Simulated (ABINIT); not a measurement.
# MgTe (F-43m) in ABINIT: further runs

One crystal, MgTe, is run at these levels: PW91, WC; tasks: single point.

Program: ABINIT 10.8.3 (patched build). These are calculated values, not measurements. Logs are shortened: lines on timing, memory, paths and dates and some standing lists are left out, and cuts for length are marked. The log counts tension as positive stress, the text compression.

### 1 The crystal as given

The structure is cubic, space group F-43m (No. 216). Conventional cell: a = 6.464 Å, b = 6.464 Å, c = 6.464 Å, α = 90.00°, β = 90.00°, γ = 90.00°. Around Te (site symmetry -43m) lie 4 Mg at 2.80 Å. Mg (site symmetry -43m) is surrounded by 4 Te at 2.80 Å.

The cell comes from a database or a generator and needn't be the stable form of this composition.

### 2 Single point, PW91

Contents of run.abi:

```
# Pseudopotentials
pp_dirpath "./"
pseudos "Te.GGA_PBE-JTH.xml, Mg.GGA_PBE-JTH.xml"

# Structure
acell 4.5707365703 4.5707365703 4.5707365703 Angstrom
rprim
     0.0000000000     0.7071067812     0.7071067812
     0.7071067812     0.0000000000     0.7071067812
     0.7071067812     0.7071067812     0.0000000000
ntypat 2
znucl 52 12
natom 2
typat 1 2
xred
     0.2500000000     0.2500000000     0.2500000000
     0.0000000000     0.0000000000     0.0000000000

# Plane-wave basis
ecut 23.0
pawecutdg 45.0
pawxcdev 0

# k points
kptopt 1
ngkpt 7 7 7
nshiftk 1
shiftk 0.0 0.0 0.0

# Exchange and correlation
ixc -109134

# Bands and occupations
nband 12
occopt 3
tsmear 0.00183747

# SCF cycle
nstep 100
tolvrs 1.0e-9

# Output
iomode 3
prtwf 0
prteig 0
prtebands 0
enunit 1
prtden 1
prtvha 1
prtvclmb 1
prtpot 1
```

Potentials or basis: JTH PAW PBE v2.0.

On the command line:

```sh
> abinit run.abi > log 2>&1
```

run.abo:

```text
.Version 10.8.3 of ABINIT
 Symmetries : space group F-4 3 m (#216); Bravais cF (face-center cubic)
================================================================================
 Values of the parameters that define the memory need of the present run
     intxc =       0    ionmov =       0      iscf =      17    lmnmax =       8
     lnmax =       4     mgfft =      40  mpssoang =       2    mqgrid =    3001
     natom =       2  nloc_mem =       2    nspden =       1   nspinor =       1
    nsppol =       1      nsym =      24    n1xccc =       1    ntypat =       2
    occopt =       3   xclevel =       2
       mpw =        2417          nfft =       64000          nkpt =          20
 PAW method is used; the additional fine FFT grid is defined by:
   mgfftf=        54    nfftf =    157464
================================================================================
================================================================================

--------------------------------------------------------------------------------
------------- Echo of variables that govern the present computation ------------
--------------------------------------------------------------------------------
 -outvars: echo values of preprocessed input variables --------
            acell      8.6374403115E+00  8.6374403115E+00  8.6374403115E+00 Bohr
              amu      1.27600000E+02  2.43050000E+01
             ecut      2.30000000E+01 Hartree
           enunit           1
              ixc     -109134
         kptrlatt        7    0    0      0    7    0      0    0    7
          kptrlen      6.04620822E+01
            natom           2
            nband          12
            ngfft          40      40      40
          ngfftdg          54      54      54
             nkpt          20
            nstep         100
             nsym          24
           ntypat           2
           occopt           3
        pawecutdg      4.50000000E+01 Hartree
         pawxcdev           0
        prtebands           0
           prteig           0
           prtpot           1
         prtvclmb           1
           prtvha           1
            prtwf           0
            rprim      0.0000000000E+00  7.0710678120E-01  7.0710678120E-01
                       7.0710678120E-01  0.0000000000E+00  7.0710678120E-01
                       7.0710678120E-01  7.0710678120E-01  0.0000000000E+00
          spgroup         216
           tolvrs      1.00000000E-09
           tsmear      1.83747000E-03 Hartree
            typat      1  2
           useylm           1
           xangst      1.6159994120E+00  1.6159994120E+00  1.6159994120E+00
                       0.0000000000E+00  0.0000000000E+00  0.0000000000E+00
            xcart      3.0537963082E+00  3.0537963082E+00  3.0537963082E+00
                       0.0000000000E+00  0.0000000000E+00  0.0000000000E+00
             xred      2.5000000000E-01  2.5000000000E-01  2.5000000000E-01
                       0.0000000000E+00  0.0000000000E+00  0.0000000000E+00
            znucl       52.00000   12.00000

[... 121 lines left out ...]
       0.250000000000      0.250000000000      0.250000000000
       0.000000000000      0.000000000000      0.000000000000
 rms dE/dt=  7.1400E-29; max dE/dt=  1.0097E-28; dE/dt below (all hartree)
    1      -0.000000000000      0.000000000000     -0.000000000000
    2       0.000000000000      0.000000000000      0.000000000000

 cartesian coordinates (angstrom) at end:
    1      1.61599941196898     1.61599941196898     1.61599941196898
    2      0.00000000000000     0.00000000000000     0.00000000000000

 cartesian forces (hartree/bohr) at end:
    1     -0.00000000000000     0.00000000000000    -0.00000000000000
    2      0.00000000000000    -0.00000000000000     0.00000000000000
 frms,max,avg= 7.9143648E-30 1.2399427E-29   0.000E+00  0.000E+00  0.000E+00 h/b

 cartesian forces (eV/Angstrom) at end:
    1     -0.00000000000000     0.00000000000000    -0.00000000000000
    2      0.00000000000000    -0.00000000000000     0.00000000000000
 frms,max,avg= 4.0697300E-28 6.3760416E-28   0.000E+00  0.000E+00  0.000E+00 e/A
 length scales=  8.637440311538  8.637440311538  8.637440311538 bohr
              =  4.570736570300  4.570736570300  4.570736570300 angstroms
 Fermi (or HOMO) energy (eV) =  -2.88972   Average Vxc (eV)=  -7.84358
 Eigenvalues (   eV  ) for nkpt=  20  k points:
 kpt#   1, nband= 12, wtk=  0.00292, kpt=  0.0000  0.0000  0.0000 (reduced coord)
 -79.24406  -46.07788  -46.07788  -46.07788  -14.33514   -4.14419   -4.14419   -4.14419
  -1.73141    1.35953    1.35953    1.35953
 prteigrs : prtvol=0 or 1, do not print more k-points.

--- !EnergyTerms
iteration_state     : {dtset: 1, }
comment             : Components of total free energy in Hartree
kinetic             :  5.91595753016484E+00
hartree             :  2.03838326389281E+01
xc                  : -5.29390346001276E+00
Ewald energy        : -2.94622449333995E+01
psp_core            :  4.27563024543421E+00
local_psp           : -5.73186241440100E+01
PAW spherical_terms : -1.05531655910022E+01
internal            : -7.20525177138974E+01
'-kT*entropy'       : -4.64144643462044E-14
total_energy        : -7.20525177138975E+01
total_energy_eV     : -1.96064888950825E+03
...

--- !EnergyTermsDC
iteration_state     : {dtset: 1, }
comment             : '"Double-counting" decomposition of free energy'
band_energy         : -1.82370770117249E+01
Ewald energy        : -2.94622449333995E+01
psp_core            :  4.27563024543421E+00
xc_dc               : -2.10929839081105E+01
PAW spherical_terms : -7.53583588070682E+00
internal            : -7.20525114885076E+01
'-kT*entropy'       : -4.64144643462044E-14
total_energy_dc     : -7.20525114885076E+01
total_energy_dc_eV  : -1.96064872010676E+03
...

--- !EnergyTermsWithPAWCore
iteration_state     : {dtset: 1, }
comment             : 'Components of total free energy, including PAW core contributions'
Total energy        : -6.99606085924636E+03
Total energy DC     : -6.99606085302097E+03
Total energy (eV)   : -1.90372514241342E+05
Total energy DC (eV): -1.90372514071941E+05
...

 Cartesian components of stress tensor (hartree/bohr^3)
  sigma(1 1)= -2.32791027E-05  sigma(3 2)=  0.00000000E+00
  sigma(2 2)= -2.32791027E-05  sigma(3 1)=  0.00000000E+00
  sigma(3 3)= -2.32791027E-05  sigma(2 1)=  0.00000000E+00

-Cartesian components of stress tensor (GPa)         [Pressure=  6.8489E-01 GPa]
- sigma(1 1)= -6.84894849E-01  sigma(3 2)=  0.00000000E+00
- sigma(2 2)= -6.84894849E-01  sigma(3 1)=  0.00000000E+00
- sigma(3 3)= -6.84894849E-01  sigma(2 1)=  0.00000000E+00

== END DATASET(S) ==============================================================
================================================================================

 -outvars: echo values of variables after computation  --------
            acell      8.6374403115E+00  8.6374403115E+00  8.6374403115E+00 Bohr
           etotal     -7.2052511489E+01
            fcart     -4.1331422300E-30  1.2399426690E-29 -4.1331422300E-30
                       4.1331422300E-30 -1.2399426690E-29  4.1331422300E-30
            rprim      0.0000000000E+00  7.0710678120E-01  7.0710678120E-01
                       7.0710678120E-01  0.0000000000E+00  7.0710678120E-01
                       7.0710678120E-01  7.0710678120E-01  0.0000000000E+00
           strten     -2.3279102746E-05 -2.3279102746E-05 -2.3279102746E-05
                       0.0000000000E+00  0.0000000000E+00  0.0000000000E+00
           xangst      1.6159994120E+00  1.6159994120E+00  1.6159994120E+00
                       0.0000000000E+00  0.0000000000E+00  0.0000000000E+00
             xred      2.5000000000E-01  2.5000000000E-01  2.5000000000E-01
                       0.0000000000E+00  0.0000000000E+00  0.0000000000E+00
 Calculation completed.
```

Run time: 23 s. Hardware: 1 thread of Arm Neoverse V2, shared host; peak memory 0.13 GiB.

What came out:

```
Free energy                                           : -1960.6487 eV
Pressure                                              : 0.7 GPa
Band gap on the k mesh                                : 2.41 eV, direct
Valence electrons inside the program's atomic spheres : Te 3.22; Mg 8.20
```

Caveat: the PAW data sets were made with another functional, which shifts forces and pressure a little; spin-orbit coupling is left out, which moves the levels of the heavy elements.

### 3 Single point, WC

run.abi, as its differences from that of step 2:

```diff
@@ -30,3 +30,3 @@
 # Exchange and correlation
-ixc -109134
+ixc 23
```

Potentials or basis: JTH PAW PBE v2.0.

On the command line:

```sh
> abinit run.abi > log 2>&1
```

Run time: 19 s. Hardware: 1 thread of Arm Neoverse V2, shared host; peak memory 0.13 GiB.

Results (log left out):

- Free energy: -1957.4441 eV
- Pressure: -0.3 GPa
- Band gap on the k mesh: 2.30 eV, direct
- Valence electrons inside the program's atomic spheres: Te 3.22; Mg 8.20

Levels at points of the mesh, in eV from the valence-band top:
```csv
k point,band 4,band 5,band 6,band 7,band 8,band 9,band 10,band 11,band 12
"(0.00, 0.00, 0.00)",-41.76,-10.22,0.00,0.00,0.00,2.30,5.46,5.46,5.46
```

Caveat: the PAW data sets were made with another functional, which shifts forces and pressure a little; spin-orbit coupling is left out, which moves the levels of the heavy elements.
